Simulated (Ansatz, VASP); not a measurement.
# ZnS in VASP and in Ansatz

```xyz
2
Lattice="0.0000 2.7322 2.7322 2.7322 0.0000 2.7322 2.7322 2.7322 0.0000" Properties=species:S:1:pos:R:3 pbc="T T T"
Zn    0.0000    0.0000    0.0000
S     1.3661    1.3661    1.3661
```

The cell is a database's computed one.

Alike in both runs: task single point; functional r2SCAN; k mesh 8 × 8 × 8; occupations gaussian, width 0.02 eV; no spin polarisation.

|  | VASP | Ansatz |
| --- | --- | --- |
| version | VASP 6.6.1 | Ansatz 0.2.0 |
| potentials or method | VASP PAW PBE potentials, release 64 (Zn, S) | scalar-relativistic, plane waves, PAW |
| plane-wave cutoff (eV) | 520 | 500 |
| valence electrons in the cell | 18 | 18 |

Ansatz gave:

* gap on the k mesh at the Fermi level (eV): 2.51
* pressure (GPa): -3.0

Q: What did VASP give for the same quantities?

A: gap on the k mesh at the Fermi level (eV): 2.52; pressure (GPa): -3.0.

Ansatz warned: «force_scf_threshold_loose».

Caveats: the PAW data sets were made with another functional, which shifts forces and pressure a little (VASP). r2SCAN opens gaps a little over a GGA but as a rule still falls short of measured ones.
